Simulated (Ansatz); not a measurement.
Compressing C: a fit and a missing row

C, Fd-3m, a = 3.560 Å. Ansatz: r2SCAN, PAW, 500 eV, Γ-centred 12×12×12 mesh on 2 atoms, Gaussian smearing 0.02 eV; no spin polarisation. Symmetry fixes shape and atoms, so the cell is only scaled; pressure is positive in compression.

| V (Å³/atom) | P (GPa) |
| --- | --- |
| 4.964 | 72.60 |
| 5.133 | 50.44 |
| 5.303 | 31.22 |
| 5.472 | ? |
| 5.641 | 0.01 |
| 5.810 | -12.62 |
| 5.980 | -23.59 |
| 6.205 | -36.01 |

Task: Take V0 = 5.641 Å³/atom, count pressures from its P0 = 0.01 GPa, fit the third-order Birch–Murnaghan form to the other rows, and predict the missing pressure.

Result: With the Eulerian strain f = ½[(V0/V)^(2/3) − 1] and y = (P − P0)/[3f(1 + 2f)^(5/2)], the form is the line y = B0 + 1.5 B0 (B0′ − 4) f. Rows (f, y): 0.04449, 439.5; 0.03247, 442.4; 0.02103, 446.3; -0.00974, 454.0; -0.01908, 454.4; -0.03078, 457.2. Means f = 0.006398, y = 448.97; Σ(Δf)² = 0.004637, ΣΔfΔy = -1.097; the slope is their ratio. y = 450.5 − 236.5 f GPa, so B0 = 450.5 GPa and B0′ = 4 + 2 × (-236.5)/(3 × 450.5) = 3.65. At V = 5.472, f = 0.01024, y = 448.08 and P = 14.49 GPa. The run gave 14.52 GPa, so the fit is 0.03 GPa too low, within the rms miss on the fitted rows (0.05 GPa).

The fitted bulk modulus of 450.5 GPa reflects diamond's dense network of short, strong sp3 bonds. Uniform compression must shorten every bond, as symmetry leaves no rotation or internal displacement to absorb the strain. Carbon also has no p electrons in its core, so its valence 2p orbitals stay compact and overlap strongly at short distance.

The negative slope of y doesn't mean that the crystal softens under pressure. With B0′ = 3.65 the bulk modulus still rises on compression, only somewhat more slowly than the second-order form, with its fixed derivative of 4, would give. The same anharmonicity shows in the raw pressures: near-equal volume steps about V0 cost 14.52 GPa in compression but only -12.62 GPa in tension, because repulsion steepens as the bonds shorten while the attraction weakens as they stretch.

Since the missing volume lies between fitted points, the close prediction supports the equation as a smooth interpolation, but it doesn't test extrapolation to stronger compression, where higher-order strain terms would matter more.
